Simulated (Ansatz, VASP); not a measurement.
**Br in VASP and in Ansatz**

```
Br
1.0
    -1.40425    1.40425    3.52917
     1.40425   -1.40425    3.52917
     1.40425    1.40425   -3.52917
Br
1
Direct
  0.00000 0.00000 0.00000
```

Change from the starting cell: volume scaled by 0.96.

Alike in both runs: task single point; functional PBE; k mesh 13 × 13 × 13; occupations fermi-dirac, width 0.05 eV; no spin polarisation.

|  | VASP | Ansatz |
| --- | --- | --- |
| version | VASP 6.6.1 | Ansatz 0.2.0 |
| potentials or method | VASP PAW PBE potentials, release 64 (Br), cutoff 520 eV | all-electron LAPW, scalar-relativistic |

```tsv
	VASP	Ansatz	Ansatz less VASP
gap on the k mesh at the Fermi level (eV)	none	none	-
pressure (GPa)	3.2	3.2	+0.01
largest component of the traceless stress (GPa)	1.12	1.13	+0.003
```

A gap of «none» marks a metal or a gap that the smearing closes. Ansatz ran all-electron here, so the differences hold the error of VASP's frozen core and of both bases.

Caveats: an odd number of electrons without spin polarisation forces a metal; a magnetic or distorted state may lie lower.
